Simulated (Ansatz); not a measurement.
**Is this K3F structure a true minimum?**

All numbers below come from DFT PBE, scalar-relativistic, plane waves, PAW in Ansatz. Plane waves to 420 eV, a k mesh through Γ of 8×8×8 on the computed 4-atom cell and Gaussian smearing (0.10 eV); no spin polarisation.

The cell below (4 atoms, Pm-3m (No. 221)) is relaxed within its symmetry. It is a trial structure, and others of K3F can lie lower.

```
CELL_PARAMETERS angstrom
5.61929 0.00000 0.00000
0.00000 5.61929 0.00000
0.00000 0.00000 5.61929
ATOMIC_POSITIONS crystal
K 0.50000 0.00000 0.00000
K 0.00000 0.50000 0.00000
K 0.00000 0.00000 0.50000
F 0.00000 0.00000 0.00000
```

For the test a repeat of it with 8 atoms was strained at random by about 1.5 %, the atoms were moved at random (σ = 0.10 Å), and all was relaxed without symmetry on a coarse k mesh with 0.1 eV smearing.

For metals, differences of a few meV/atom aren't resolved.

Question: Is the structure stable against such a distortion?

Answer: It returns to Pm-3m (No. 221), within 1 meV/atom of the start's energy. So it is a local minimum, stable against the distortions that fit this cell and this draw; softer or longer ones aren't excluded.

Cost: 3 runs of about 1.5 core-minutes in all, on Intel Xeon 6975P-C (Granite Rapids) (shared hosts).